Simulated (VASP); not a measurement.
## A VASP 6.6.1 single-point calculation on BN

INCAR

```
EDIFF = 1E-7
METAGGA = R2SCAN
ENCUT = 520
ISIF = 2
SIGMA = 0.01
ALGO = Normal
NSW = 0
LCHARG = .FALSE.
LWAVE = .FALSE.
NELM = 73
NBANDS = 11
LASPH = .TRUE.
PREC = Accurate
IBRION = -1
ISMEAR = 0
LREAL = .FALSE.
```

KPOINTS

```
KPOINTS created by Atomic Simulation Environment
0
Gamma
12 12 12
0 0 0
```

POSCAR

```
B  N
 1.0000000000000000
     0.0558742404000000    1.7885066867999999    1.7885066867999999
     1.7885066867999999    0.0558742404000000    1.7885066867999999
     1.7885066867999999    1.7885066867999999    0.0558742404000000
 B   N
   1   1
Cartesian
  0.0015984705501600  0.0015984705501600  0.0015984705501600
 -0.5782685967495960 -0.3067304397497880 -0.2405785329462360
```

The recommended PBE PAW datasets give the neutral cell 8 valence electrons.

Command

```
mpirun -np 1 vasp_std
```

OSZICAR

```
N       E                     dE             d eps       ncg     rms          rms(c)
DAV:   1     0.538893560755E+02    0.53889E+02   -0.55228E+03 19881   0.755E+02
DAV:   2     0.183427080346E+02   -0.35547E+02   -0.34963E+02 22394   0.205E+02
DAV:   3     0.177574989317E+02   -0.58521E+00   -0.58484E+00 22548   0.235E+01
DAV:   4     0.177566602110E+02   -0.83872E-03   -0.83871E-03 20656   0.999E-01
DAV:   5     0.177566587047E+02   -0.15063E-05   -0.15063E-05 22318   0.394E-02    0.290E+01
DAV:   6     0.296571489218E+02    0.11900E+02   -0.17769E+01 21580   0.304E+01    0.892E+00
DAV:   7     0.305043646251E+02    0.84722E+00   -0.47315E+00 21175   0.170E+01    0.230E+00
DAV:   8     0.305048544681E+02    0.48984E-03   -0.24100E-01 21298   0.352E+00    0.694E-01
DAV:   9     0.305043547109E+02   -0.49976E-03   -0.24967E-02 21775   0.128E+00    0.446E-01
DAV:  10     0.305037957530E+02   -0.55896E-03   -0.20300E-03 20416   0.415E-01    0.584E-02
DAV:  11     0.305037618452E+02   -0.33908E-04   -0.11911E-04 22413   0.103E-01    0.255E-02
DAV:  12     0.305037637206E+02    0.18754E-05   -0.17267E-06 20824   0.128E-02    0.693E-03
DAV:  13     0.305037635420E+02   -0.17865E-06   -0.58172E-07 21538   0.725E-03    0.820E-04
DAV:  14     0.305037635372E+02   -0.47869E-08   -0.16472E-08 10424   0.125E-03
   1 F= 0.30503764E+02 E0= 0.30503764E+02  d E =-.721589E-69
```

Standard output (part)

```
POSCAR found type information on POSCAR B N
 POSCAR found :  2 types and       2 ions
 LDA part: xc-table for (None), standard interpolation
|     The distance between some ions is very small. Please check the          |
|     nearest-neighbor list in the OUTCAR file.                               |
|     I HOPE YOU KNOW WHAT YOU ARE DOING!                                     |
 POSCAR, INCAR and KPOINTS ok, starting setup
 WAVECAR not read
 entering main loop
```

It was cut off at its time limit.

Problem. Find the fault in these files.

Solution. Overlapping atoms. It was cut off at its time limit.
